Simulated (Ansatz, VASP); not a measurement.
# BAs: VASP beside Ansatz, part 2 of 2

Wanted: the spread between two codes on one cell, functional and k mesh. The cell is taken from a series of VASP runs on this material, whose earlier steps may have relaxed, scaled or displaced it; both programs get it as it stands. Valence electrons are named where the data sets of a main pair hold unlike numbers.

VASP 6.6.1 and Ansatz 0.2.0.

So far: The structure; VASP: elastic constants, LDA.

## 3. Ansatz: elastic constants, LDA

Level of this step: Ansatz beside VASP: Kohn-Sham DFT, plane waves, LDA (Ansatz).

Ansatz runs on its default PAW (the set named soft_2) files.

The same cell, functional (in two slightly different forms), mesh and smearing now go to Ansatz, which takes its cutoff from its data sets.

Contents of input.yaml:

```yaml
crystal:
  lattice:
    - [0.0, 2.3712548361, 2.3712548361]
    - [2.3712548361, 0.0, 2.3712548361]
    - [2.3712548361, 2.3712548361, 0.0]
  atoms:
    - { symbol: As, position: [0.75, 0.75, 0.75] }
    - { symbol: B, position: [0.0, 0.0, 0.0] }
hamiltonian:
  xc: lda
  pseudopotentials: { kind: paw }
kpoints:
  mp_grid: { grid: [10, 10, 10] }
scf:
  occupations: { method: gaussian, width: 0.03 }
elastic:
  mode: relaxed_ion
  stencil: two_point
output:
  forces: true
  stress: true
```

The run is started by

```console
> ansatz run input.yaml --threads 4 --pin off --max-ram 9216MiB --backend cpu --events-out ev --progress --plain --runs-dir out
```

Numbers of over 12 decimals in the logs are rounded to 6 here.

What it wrote:

```text
Engine: ansatz 0.2.0, aarch64-unknown-linux-gnu
Pseudopotentials: kind: paw
Pseudopotential: As, paw, valence charge 15, recommended cutoff 420 eV (normal), As.paw.azcp
Pseudopotential: B, paw, valence charge 3, recommended cutoff 420 eV (normal), B.paw.azcp
Functional definition: SPW92
  exchange = slater_x
  correlation = pw_c
Crystal: 2 atoms, lattice volume = 26.666 Å³
Basis set: ecut = 420 eV, 531 PW (Γ)
Bands: 13, of which v1, the nominal top of the filled ones, is band 9 counted from 1 (8 counted from 0)
Symmetry: 24 space group operations
Space group: F-43m (ITA 216), of the structure as read, at distance tolerance 3.0e-5 Å
k-points: 47 of 1000 (time reversal used)
Non-local potential: As, projectors of the file, l = 0: 2, l = 1: 2, l = 2: 3, l = 3: 1
Non-local potential: B, projectors of the file, l = 0: 2, l = 1: 2, l = 2: 1
PAW form: soft (Blöchl's): semilocal exchange-correlation on the pseudo side does not see the compensation charge
PAW frozen core: As, regenerated for the run's functional, and the local potential with it (the file was generated under x = pbe(κ = 0.804, μ = 0.219515), c = pbe(β = 0.066725))
PAW frozen core: B, regenerated for the run's functional, and the local potential with it (the file was generated under x = pbe(κ = 0.804, μ = 0.219515), c = pbe(β = 0.066725))
PAW one-centre angular grid: As, 590 points (default); XC on 64 Gauss nodes
PAW one-centre angular grid: B, 110 points (default); XC on 64 Gauss nodes
Initial density: superposition of atomic densities (neutral atoms: chi_scale 0, normalization atom), corrected by the library's trained network
Initial wavefunctions: pseudopotential atomic-orbital guess
Functional: x = slater, c = lda
SCF iter   1: F=—  HF=-4923.532888 eV  |F-HF|=—  |Δ(HF+E_count)|=         —  Δρ=7.23e-3  dr2=1.38e-2  ethr=1.77e-3  ⟨swp⟩=5.9  Hψ=3402  notcnv=0
preconditioner: auto → none  [insulator: Δε(μ)=1.105 eV  Ē_g=12.524 eV  σ=0.030 eV  W_gap=1.00  n_scr=8 (ndim 8)  ℏωp=20.3 eV  f_vac=0.000  D(μ)=0.00/eV (n_scr^D=0)  ε∞_Penn≈3.6]
SCF iter   2: F=—  HF=-4923.528518 eV  |F-HF|=—  |Δ(HF+E_count)|=   4.37e-3  Δρ=2.15e-3  dr2=6.68e-4  ethr=7.66e-5  ⟨swp⟩=2.0  Hψ=1201  notcnv=0
SCF iter   3: F=—  HF=-4923.528209 eV  |F-HF|=—  |Δ(HF+E_count)|=   3.08e-4  Δρ=1.04e-3  dr2=1.20e-4  ethr=3.71e-6  ⟨swp⟩=2.0  Hψ=1190  notcnv=0
SCF iter   4: F=—  HF=-4923.528188 eV  |F-HF|=—  |Δ(HF+E_count)|=   2.12e-5  Δρ=3.99e-4  dr2=1.64e-5  ethr=6.67e-7  ⟨swp⟩=1.0  Hψ=611  notcnv=0
SCF iter   5: F=—  HF=-4923.528184 eV  |F-HF|=—  |Δ(HF+E_count)|=   4.64e-6  Δρ=7.60e-5  dr2=6.15e-7  ethr=9.09e-8  ⟨swp⟩=2.2  Hψ=966  notcnv=0
SCF iter   6: F=—  HF=-4923.528183 eV  |F-HF|=—  |Δ(HF+E_count)|=   1.04e-6  Δρ=6.85e-6  dr2=4.32e-9  ethr=3.42e-9  ⟨swp⟩=1.1  Hψ=638  notcnv=0
SCF iter   7: F=—  HF=-4923.528183 eV  |F-HF|=—  |Δ(HF+E_count)|=  2.27e-10  Δρ=4.11e-7  dr2=1.71e-11  ethr=2.40e-11  ⟨swp⟩=2.7  Hψ=1000  notcnv=0
SCF iter   8: F=—  HF=-4923.528183 eV  |F-HF|=—  |Δ(HF+E_count)|=  3.64e-12  Δρ=9.41e-8  dr2=1.37e-12  ethr=9.51e-14 (applied; sched 1.00e-12)  ⟨swp⟩=2.0  Hψ=994  notcnv=0
SCF iter   9: F=-4923.528183 eV  HF=-4923.528183 eV  |F-HF|=1.82e-12  |Δ(HF+E_count)|=  1.82e-12  Δρ=1.57e-8  dr2=3.87e-14  ethr=1.00e-12  ⟨swp⟩=2.4  Hψ=2324  notcnv=0
SCF 1 converged in 9 iterations: F = -4923.528183 eV  dr2 = 3.87e-14
  greatest PAW one-centre occupation: 0.999 electrons in one spin orbital (limit 2), on the As atom at site 0 (counted from 0), in its partial waves of l = 2
Crystal: 2 atoms, lattice volume = 26.613 Å³
Symmetry: 8 space group operations
k-points: 102 of 1000 (time reversal used)
Initial density: handed on by an earlier stage of this run
Initial wavefunctions: those handed on with the density
iter 1 solved again at ethr=2.28e-7 eV; its pass at ethr=3.10e-3 eV (dr2=4.10e-5 eV) is discarded
SCF iter   1: F=—  HF=-4923.528417 eV  |F-HF|=—  |Δ(HF+E_count)|=         —  Δρ=3.33e-4  dr2=4.07e-5  ethr=2.28e-7  ⟨swp⟩=2.4  Hψ=8525  notcnv=0
preconditioner: auto → none  [insulator: Δε(μ)=1.081 eV  Ē_g=12.530 eV  σ=0.030 eV  W_gap=1.00  n_scr=8 (ndim 8)  ℏωp=20.4 eV  f_vac=0.000  D(μ)=0.00/eV (n_scr^D=0)  ε∞_Penn≈3.6]
SCF iter   2: F=—  HF=-4923.528404 eV  |F-HF|=—  |Δ(HF+E_count)|=   1.30e-5  Δρ=8.74e-5  dr2=2.06e-6  ethr=2.26e-7  ⟨swp⟩=2.0  Hψ=1658  notcnv=0
SCF iter   3: F=—  HF=-4923.528404 eV  |F-HF|=—  |Δ(HF+E_count)|=   2.10e-7  Δρ=3.54e-5  dr2=2.58e-7  ethr=1.15e-8  ⟨swp⟩=2.1  Hψ=1797  notcnv=0
SCF iter   4: F=—  HF=-4923.528404 eV  |F-HF|=—  |Δ(HF+E_count)|=   3.11e-8  Δρ=1.45e-5  dr2=4.69e-8  ethr=1.43e-9  ⟨swp⟩=2.2  Hψ=1958  notcnv=0
SCF iter   5: F=—  HF=-4923.528404 eV  |F-HF|=—  |Δ(HF+E_count)|=   1.25e-8  Δρ=3.85e-6  dr2=2.50e-9  ethr=2.61e-10  ⟨swp⟩=3.0  Hψ=2336  notcnv=0
SCF iter   6: F=—  HF=-4923.528404 eV  |F-HF|=—  |Δ(HF+E_count)|=  7.82e-11  Δρ=3.87e-7  dr2=2.37e-11  ethr=1.39e-11  ⟨swp⟩=2.1  Hψ=2251  notcnv=0
SCF iter   7: F=—  HF=-4923.528404 eV  |F-HF|=—  |Δ(HF+E_count)|=  6.37e-12  Δρ=2.48e-8  dr2=9.40e-14  ethr=1.00e-12  ⟨swp⟩=3.0  Hψ=5282  notcnv=0
SCF iter   8: F=-4923.528404 eV  HF=-4923.528404 eV  |F-HF|=0.00e0  |Δ(HF+E_count)|=  2.73e-12  Δρ=8.44e-10  dr2=1.50e-16  ethr=1.00e-12  ⟨swp⟩=4.0  Hψ=3841  notcnv=0
SCF 2 converged in 8 iterations: F = -4923.528404 eV  dr2 = 1.50e-16
[...]
SCF iter   5: F=—  HF=-4923.528122 eV  |F-HF|=—  |Δ(HF+E_count)|=   4.15e-8  Δρ=3.29e-6  dr2=3.98e-9  ethr=4.00e-11  ⟨swp⟩=2.0  Hψ=3662  notcnv=0
SCF iter   6: F=—  HF=-4923.528122 eV  |F-HF|=—  |Δ(HF+E_count)|=   1.30e-9  Δρ=8.08e-7  dr2=1.70e-10  ethr=2.21e-11  ⟨swp⟩=2.3  Hψ=3180  notcnv=0
SCF iter   7: F=—  HF=-4923.528122 eV  |F-HF|=—  |Δ(HF+E_count)|=  4.00e-11  Δρ=1.45e-7  dr2=3.75e-12  ethr=9.46e-13 (applied; sched 1.00e-12)  ⟨swp⟩=2.6  Hψ=3614  notcnv=0
SCF iter   8: F=-4923.528122 eV  HF=-4923.528122 eV  |F-HF|=0.00e0  |Δ(HF+E_count)|=  1.82e-12  Δρ=2.23e-8  dr2=4.99e-14  ethr=1.00e-12  ⟨swp⟩=2.9  Hψ=8789  notcnv=0
SCF 4 converged in 8 iterations: F = -4923.528122 eV  dr2 = 4.99e-14
relax step   1: F+E_penalty+E_count = -4923.52812199 eV  Δ(F+E_penalty+E_count) = +0.000e0 eV  max|allowed force component| = 1.477e-2 eV/Å  Δτ_max = 0.0000 Å  (8 SCF iters, accepted)
[...]
relax step   2: F+E_penalty+E_count = -4923.52812765 eV  Δ(F+E_penalty+E_count) = -5.658e-6 eV  max|allowed force component| = 5.293e-3 eV/Å  Δτ_max = 0.0003 Å  (6 SCF iters, accepted)
[...]
relax step   3: F+E_penalty+E_count = -4923.52812848 eV  Δ(F+E_penalty+E_count) = -8.340e-7 eV  max|allowed force component| = 5.648e-8 eV/Å  Δτ_max = 0.0002 Å  (5 SCF iters, accepted)
[...]
relax step   1: F+E_penalty+E_count = -4923.52812199 eV  Δ(F+E_penalty+E_count) = +0.000e0 eV  max|allowed force component| = 1.477e-2 eV/Å  Δτ_max = 0.0000 Å  (8 SCF iters, accepted)
[...]
relax step   2: F+E_penalty+E_count = -4923.52812848 eV  Δ(F+E_penalty+E_count) = -6.492e-6 eV  max|allowed force component| = 1.452e-7 eV/Å  Δτ_max = 0.0004 Å  (7 SCF iters, accepted)
iter 1 solved again at ethr=1.00e-12 eV; its pass at ethr=3.10e-3 eV (dr2=2.94e-15 eV) is discarded
SCF iter   1: F=—  HF=-4923.528128 eV  |F-HF|=—  |Δ(HF+E_count)|=         —  Δρ=2.81e-9  dr2=1.34e-15  ethr=1.00e-12  ⟨swp⟩=1.2  Hψ=12944  notcnv=0
SCF iter   2: F=-4923.528128 eV  HF=-4923.528128 eV  |F-HF|=9.09e-13  |Δ(HF+E_count)|=    0.00e0  Δρ=1.23e-9  dr2=1.38e-16  ethr=1.00e-12  ⟨swp⟩=3.9  Hψ=6677  notcnv=0
SCF 10 converged in 2 iterations: F = -4923.528128 eV  dr2 = 1.38e-16
SCF converged after 9 iterations
Free energy (F): -4923.528183 eV
Harris-Foulkes:  -4923.528183 eV  (|F-HF|=1.82e-12)
Internal energy: -4923.528183 eV  (E = F + TS)
E sigma→0 (E₀):  -4923.528183 eV
Fermi energy:    11.744367 eV
--- Per-component energies (eV) ---
  E_band       = -210.983863
  E_kinetic    = 153.575095
  E_local      = -1683.924684  (includes V_loc(G=0)·N_el)
  E_nonlocal   = -651.931413
  E_hartree    = 934.240244
  E_xc         = -111.430327
  E_vxc        = -118.369328  (∫ρ·V_xc dr)
  E_paw        = -1827.852320  (= ΣΔE_a)
  E_vpaw       = 221.185967  (= ΣTr[D̂ρ^β])
  E_aug_tail   = 0.000009  (compensation charges beyond the density's cutoff)
  E_ewald      = -1738.325851
  E_core_change = 2.121064  (= ΣΔE_core)
  E_smearing   = -0.000000  (= −TS)
  E_closure    = -0.000000  (closes the sum)
  Σ components = -4923.528183   (vs F -4923.528183, Δ=0.00e0)
--- Forces (eV/Å), atoms counted from 1 ---
  atom   1  As    -0.00000000     0.00000000    -0.00000000
  atom   2  B     -0.00000000     0.00000000    -0.00000000
  max |Σ_I F_I| component: 6.30e-16 eV/Å
--- Stress (GPa, compression-positive) ---
       -0.950484       0.000000      -0.000000
        0.000000      -0.950484       0.000000
       -0.000000       0.000000      -0.950484
  P = ⅓ Tr σ = -0.9505 GPa (-9.505 kbar)
--- Band table (eV; the first three rows and the last of 47) ---
  k-point 0: bands = [... 5 lower, -4.4005, 11.1894, 11.1894, 11.1894, 14.4706, 14.4706, 14.4706, 16.1149]
  k-point 1: bands = [... 5 lower, -4.2336, 9.7867, 10.8810, 10.8810, 14.6457, 14.8759, 14.8759, 16.9444]
  k-point 2: bands = [... 5 lower, -3.7411, 7.3944, 10.2960, 10.2960, 14.4690, 15.6028, 15.6028, 18.4841]
  k-point 46: bands = [... 5 lower, -0.0194, 3.1019, 5.6978, 5.9544, 15.6990, 16.0293, 19.1261, 19.1358]
--- Elastic constants: 2 strain directions × 2 members + reference (group order 24) ---
  dense FFT box of the reference and of every strained cell: 24×24×24
  strains applied: 11, 23; error gains: componentwise 1.00 (the most a stress slope's error grows in a printed constant), spectral 1.73 (1 for all six strains in a standard setting)
  C = ∂σ_k/∂η_j (tension-positive GPa; Voigt order 11 22 33 23 13 12):
       285.055     72.329     72.329     -0.000      0.000      0.000
        72.329    285.055     72.329     -0.000     -0.000      0.000
        72.329     72.329    285.055     -0.000      0.000     -0.000
         0.000     -0.000     -0.000    154.277     -0.000      0.000
         0.000      0.000     -0.000      0.000    154.277     -0.000
        -0.000      0.000     -0.000      0.000     -0.000    154.277
  reference stress σ⁰ (GPa):      0.950      0.950      0.950     -0.000      0.000     -0.000
  C* (energy form; C + prestress term) asymmetry max|C*_kj − C*_jk| = 2.842e-14 GPa — a small one proves nothing (zero by symmetry where the batch's group is 432, −43m or m−3m); a large one is finite-difference/SCF noise where every solve meets its electron count
  moduli (Voigt/Reuss/Hill, GPa): K = 143.24/143.24/143.24   G = 135.11/130.72/132.92   E = 304.55   ν = 0.146
  mechanically stable: yes (min eigenvalue of sym C = 154.28 GPa)
  strain η (Voigt 11):  stress-route row diagonal C_11 = 285.05 GPa, energy-path curvature d²(F+E_count+ΔE)/dδ²/Ω₀ = 285.04 GPa
         δ    σ_11 (GPa)             F (eV)   n_scf  n_hpsi   n_pw
    -2.000e-3       0.3787       -4923.5284040       8   28479    534   relax 0 steps, max|allowed force component| 1.04e-16 eV/Å
     2.000e-3       1.5189       -4923.5277783       5   18986    544   relax 0 steps, max|allowed force component| 1.04e-16 eV/Å
  strain η (Voigt 23):  stress-route row diagonal C_44 = 154.28 GPa, energy-path curvature d²(F+E_count+ΔE)/dδ²/Ω₀ = 153.88 GPa
         δ    σ_23 (GPa)             F (eV)   n_scf  n_hpsi   n_pw
    -2.000e-3      -0.3086       -4923.5281285       2   21082    534   relax 3 steps, max|allowed force component| 5.65e-8 eV/Å
     2.000e-3       0.3086       -4923.5281285       2   21006    534   relax 2 steps, max|allowed force component| 1.45e-7 eV/Å
```

Run time: 12 s. Hardware: 4 threads of Arm Neoverse V1, shared host; peak memory 0.39 GiB.

## 4. Differences

Known differences besides the potentials themselves: the two LDA forms differ slightly; the data sets hold 18 valence electrons in Ansatz (on its default PAW (the set named soft_2) files) and 8 in VASP; the cutoff is 420 eV in Ansatz and 700 eV in VASP; VASP's log shows a relativistic correction to its local exchange, Ansatz's none; VASP takes each elastic constant from one size of strain, Ansatz from those that its log lists. Total energies have different zeros and are not compared.

Both answers:

```
 quantity  Ansatz   VASP  difference
C11 (GPa)   285.1  288.5     -1.20 %
C22 (GPa)   285.1  288.5     -1.20 %
C33 (GPa)   285.1  288.5     -1.20 %
C12 (GPa)    72.3   77.1     -6.24 %
C13 (GPa)    72.3   77.1     -6.24 %
C23 (GPa)    72.3   77.1     -6.24 %
C44 (GPa)   154.3  154.7     -0.29 %
C55 (GPa)   154.3  154.7     -0.29 %
C66 (GPa)   154.3  154.7     -0.29 %
```

## 5. What came out

| Quantity | Value |
| --- | --- |
| difference in C12 (elastic constants, LDA) | -6.2 % |

In words: The difference in C12 is -6.2 % (elastic constants, LDA), beyond the 5 % picked in this series as the mark of a large difference. The data sets hold unlike numbers of valence electrons (18 in Ansatz and 8 in VASP), so part of the differences comes from the potentials. How closely two codes agree says nothing of how well the functional describes the real material.

[Lines on the potential files, build, host, timing and source positions are cut from VASP's logs without a mark.]

[Logs are printed without paths, hosts, clocks, repeated set-up lines and the standing remarks that a program may print on its own settings, such as how far it seeks lower states.]

[Hosts, paths, dates, database ids (printed as entryN), source tags and the programs' standing remarks are cut or masked in the printed files.]
